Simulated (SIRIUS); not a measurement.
# Ir (Fm-3m) in SIRIUS: further runs

The runs below take Ir through single point, with PBE.

Program: SIRIUS 7.12.0. These are calculated values, not measurements. Logs are shortened: lines on timing, memory, paths and dates and some standing lists are left out, and cuts for length are marked. The log counts tension as positive stress, the text compression.

### 1 The undisturbed crystal

Symmetry: Fm-3m, No. 225, cubic system. The conventional cell has a = 3.831 Å, b = 3.831 Å, c = 3.831 Å, α = 90.00°, β = 90.00°, γ = 90.00°. Around Ir (site symmetry m-3m) lie 12 Ir at 2.71 Å.

### 2 Single point, PBE, 13.50 Å³/atom (strain = -0.04 (xx))

sirius.json

```json
{
  "control": {
    "processing_unit": "cpu",
    "verbosity": 2,
    "num_bands_to_print": 16,
    "print_forces": true,
    "print_stress": true
  },
  "parameters": {
    "electronic_structure_method": "pseudopotential",
    "xc_functionals": ["XC_GGA_X_PBE", "XC_GGA_C_PBE"],
    "gk_cutoff": 8.3,
    "pw_cutoff": 16.6,
    "ngridk": [12, 12, 12],
    "shiftk": [0, 0, 0],
    "smearing": "fermi_dirac",
    "smearing_width": 0.0018374661,
    "num_bands": 16,
    "num_mag_dims": 0,
    "num_dft_iter": 100,
    "energy_tol": 1e-08,
    "density_tol": 1e-06
  },
  "iterative_solver": {
    "type": "davidson",
    "min_tolerance": 1e-10
  },
  "mixer": {
    "type": "anderson",
    "beta": 0.7,
    "max_history": 8
  },
  "settings": {
    "tol_ne": 1e-10,
    "pseudo_grid_cutoff": 6.5
  },
  "unit_cell": {
    "lattice_vectors": [
      [0.0, 3.619959364333, 3.619959364333],
      [3.47516098976, 0.0, 3.619959364333],
      [3.47516098976, 3.619959364333, 0.0]
    ],
    "atom_coordinate_units": "lattice",
    "atom_types": ["Ir"],
    "atom_files": {
      "Ir": "Ir.json"
    },
    "atoms": {
      "Ir": [
        [0.0, 0.0, 0.0]
      ]
    }
  }
}
```

Potentials or basis: PseudoDojo 0.4.1 PBE standard (scalar relativistic).

Command:

```console
$ upf_to_json Ir.upf
$ OMP_NUM_THREADS=1 sirius.scf --input=sirius.json --output=out.json --task=0
```

Output:

```text
[info] SIRIUS version : 7.12.0
[info] number of MPI ranks           : 1
[info] MPI grid                      : 1 1
[info] maximum number of OMP threads : 1
[fft] FFT context for density and potential
[fft] =====================================
[fft]   comm size                             : 1
[fft]   plane wave cutoff                     : 16.6
[fft]   grid size                             : 30 30 30   total : 27000
[fft]   grid limits                           : -14 15   -14 15   -14 15
[fft]   number of G-vectors within the cutoff : 3536
[fft]   local number of G-vectors             : 3536
[fft]   number of G-shells                    : 553
[fft] FFT context for coarse grid
[fft] =====================================
[fft]   comm size                             : 1
[fft]   plane wave cutoff                     : 16.6
[fft]   grid size                             : 30 30 30   total : 27000
[fft]   grid limits                           : -14 15   -14 15   -14 15
[fft]   number of G-vectors within the cutoff : 3536
[fft]   local number of G-vectors             : 3536
[fft]   number of G-shells                    : 553
[unit cell] lattice vectors
[unit cell]   a1 :       0.0000000000      3.6199593643      3.6199593643
[unit cell]   a2 :       3.4751609898      0.0000000000      3.6199593643
[unit cell]   a3 :       3.4751609898      3.6199593643      0.0000000000
[unit cell] reciprocal lattice vectors
[unit cell]   b1 :      -0.9040135588      0.8678530164      0.8678530164
[unit cell]   b2 :       0.9040135588     -0.8678530164      0.8678530164
[unit cell]   b3 :       0.9040135588      0.8678530164     -0.8678530164
[unit cell] unit cell volume :        91.07775456 [a.u.^3]
[unit cell] 1/sqrt(omega)    :         0.10478373
[unit cell] MT volume        :         0.00000000 ( 0.00%)
[unit cell] IT volume        :        91.07775456 (100.00%)
[unit cell] number of atom types : 1
[unit cell] type id : 0 symbol : Ir mt_radius :  13.090000 num_atoms : 1
[unit cell] total number of atoms : 1
[unit cell] number of symmetry classes : 1
[unit cell] number of PAW atoms : 0
[unit cell] atom id  type id  class id             position                      vector_field
[unit cell] ------------------------------------------------------------------------------------------
[unit cell]      0        0        0      0.00000   0.00000   0.00000      0.00000   0.00000   0.00000
[unit cell] atom id         position (Cartesian, a.u.)
[unit cell] ---------------------------------------------
[unit cell]      0       0.000000    0.000000    0.000000
[unit cell] class id : 0 atom id : 0
[unit cell] minimum bond length:     5.018052
[unit cell] total number of pseudo wave-functions: 10
[sym] space group number   : 139
[... 257 lines left out ...]
[find] Charges and magnetic moments
[find] --------------------------------------------------------------------------------
[find] total charge          : 17.000000
[find] Energy
[find] --------------------------------------------------------------------------------
[find] valence_eval_sum               :      -2.16323069
[find] <rho|V^{XC}>                   :     -15.64868495
[find] <rho|E^{XC}>                   :     -21.90651926
[find] <mag|B^{XC}>                   :       0.00000000
[find] <rho|V^{H}>                    :      27.95065502
[find] one-electron contribution      :     -14.46520076 (Ha),     -28.93040153 (Ry)
[find] hartree contribution           :      13.97532751
[find] xc contribution                :     -21.90651926
[find] ewald contribution             :     -92.76015995
[find] PAW contribution               :       0.00000000
[find] smearing (-TS)                 :      -0.00016391
[find] SCF correction                 :      -0.00000027
[find] Total energy                   :    -115.15655274 (Ha),    -230.31310547 (Ry)
[find] Free energy (E-TS)             :    -115.15671664 (Ha),    -230.31343329 (Ry)
[find] band gap (eV)                  :       0.00000000
[find] Efermi                         :       1.01053241
[find] iteration : 9, RMS (target) : 7.6029e-07 (1.0000e-06) , energy difference (target) : -2.1257e-09 (1.0000e-08)
[find] bands are converged : true
[find] iterative solver converged : false
[find] converged after 10 SCF iterations!
[find] Charges and magnetic moments
[find] --------------------------------------------------------------------------------
[find] total charge          : 17.000000
[find] Energy
[find] --------------------------------------------------------------------------------
[find] valence_eval_sum               :      -2.16323069
[find] <rho|V^{XC}>                   :     -15.64868495
[find] <rho|E^{XC}>                   :     -21.90651926
[find] <mag|B^{XC}>                   :       0.00000000
[find] <rho|V^{H}>                    :      27.95065502
[find] one-electron contribution      :     -14.46520076 (Ha),     -28.93040153 (Ry)
[find] hartree contribution           :      13.97532751
[find] xc contribution                :     -21.90651926
[find] ewald contribution             :     -92.76015995
[find] PAW contribution               :       0.00000000
[find] smearing (-TS)                 :      -0.00016391
[find] SCF correction                 :      -0.00000027
[find] Total energy                   :    -115.15655274 (Ha),    -230.31310547 (Ry)
[find] Free energy (E-TS)             :    -115.15671664 (Ha),    -230.31343329 (Ry)
[find] band gap (eV)                  :       0.00000000
[find] Efermi                         :       1.01053241
[ground_state] === stress tensor components [kbar] ===
[ground_state] === stress_kin ===
[ground_state] -69659.694813    0.000000    0.000000
[ground_state]     0.000000-69334.508130    0.000000
[ground_state]     0.000000    0.000000-69334.508130
[ground_state] === stress_har ===
[ground_state] -15132.385035    0.000000   -0.000000
[ground_state]     0.000000-15006.184185    0.000000
[ground_state]    -0.000000    0.000000-15006.184185
[ground_state] === stress_ewald ===
[ground_state] 99634.538562    0.000000    0.000000
[ground_state]     0.000000100005.142509    0.000000
[ground_state]     0.000000    0.000000100005.142509
[ground_state] === stress_vloc ===
[ground_state] -3150.976064   -0.000000    0.000000
[ground_state]    -0.000000-3794.683485    0.000000
[ground_state]     0.000000    0.000000-3794.683485
[ground_state] === stress_xc ===
[ground_state] -19661.808806    0.000000    0.000000
[ground_state]     0.000000-19658.685542    0.000000
[ground_state]     0.000000    0.000000-19658.685542
[ground_state] === stress_core ===
[ground_state] 36188.407664    0.000000   -0.000000
[ground_state]     0.00000036185.006720    0.000000
[ground_state]    -0.000000    0.00000036185.006720
[ground_state] === stress_nonloc ===
[ground_state] -28626.925754    0.000000    0.000000
[ground_state]     0.000000-28625.476887    0.000000
[ground_state]     0.000000    0.000000-28625.476887
[ground_state] === stress_us_nl ===
[ground_state] -28626.925754    0.000000    0.000000
[ground_state]     0.000000-28625.476887    0.000000
[ground_state]     0.000000    0.000000-28625.476887
[ground_state] === stress_total ===
[ground_state]  -408.844244    0.000000   -0.000000
[ground_state]     0.000000 -229.389000    0.000000
[ground_state]    -0.000000    0.000000 -229.389000
[ground_state] ==== total Forces in Ha/bohr =====
[ground_state] atom:    0, force:       0.0000000      0.0000000      0.0000000
[... 8 lines left out ...]
[ground_state] ==== Ewald forces from ions =====
[ground_state] atom:    0, force:       0.0000000      0.0000000      0.0000000
[~DFT_ground_state] local op. applied: 59340
[~DFT_ground_state] evp. work count: 15300.6
[~DFT_ground_state] number of iterative solver steps: 4102
```

It took 31 s on 1 thread of Intel Xeon Platinum 8488C (Sapphire Rapids), shared host; peak memory 0.34 GiB.

What came out:

```yaml
Free_energy: -3133.5739 eV
Pressure: 28.9 GPa
Band_gap_on_the_k_mesh: none (metal or under the smearing width)
```

### 3 Single point, PBE, 13.78 Å³/atom (strain = -0.02 (xx))

sirius.json: that of step 2 with these lines changed.

```diff
@@ -39,4 +39,4 @@
       [0.0, 3.619959364333, 3.619959364333],
-      [3.47516098976, 0.0, 3.619959364333],
-      [3.47516098976, 3.619959364333, 0.0]
+      [3.547560177046, 0.0, 3.619959364333],
+      [3.547560177046, 3.619959364333, 0.0]
     ],
```

Potentials or basis: PseudoDojo 0.4.1 PBE standard (scalar relativistic).

Command:

```console
$ upf_to_json Ir.upf
$ OMP_NUM_THREADS=1 sirius.scf --input=sirius.json --output=out.json --task=0
```

Run time: 32 s. Hardware: 1 thread of Intel Xeon Platinum 8488C (Sapphire Rapids), shared host; peak memory 0.34 GiB.

The run converged. Its results:

- Free energy: -3133.6312 eV
- Pressure: 19.0 GPa
- Band gap on the k mesh: none (metal or under the smearing width)
